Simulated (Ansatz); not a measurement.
# Bi: single point with PBE

Bi:

```
Bi
1.0
    -1.98143    1.98143    1.98143
     1.98143   -1.98143    1.98143
     1.98143    1.98143   -1.98143
Bi
1
Direct
  0.00000 0.00000 0.00000
```

This isn't the form of Bi at room conditions, which is rhombohedral.

* Program: Ansatz 0.2.0
* Task: single point
* Functional: PBE
* Potentials or basis: all-electron LAPW, scalar-relativistic
* Cutoff: 159 eV (chosen from the basis error)
* Basis error allowed: 0.001 eV/atom
* k mesh: 9 × 9 × 9
* Occupations: gaussian, width 0.023 eV
* Spin: no spin polarisation

| Property | Result |
| --- | --- |
| Pressure | 0.9 GPa |
| Band gap on the k mesh | none (metal or under the smearing width) |

Levels at points of the mesh, in eV from the Fermi level:
| k point | band 16 | band 17 | band 18 | band 19 | band 20 | band 21 |
| --- | --- | --- | --- | --- | --- | --- |
| (0.00, 0.00, 0.00) | -22.93 | -13.53 | 5.10 | 5.10 | 5.10 | 9.13 |

Wall time 2.5 s on 1 thread of Arm Neoverse V2, with other jobs on the host, peak memory 0.23 GiB.

Caveat: spin-orbit coupling is left out, which moves the levels of the heavy elements.
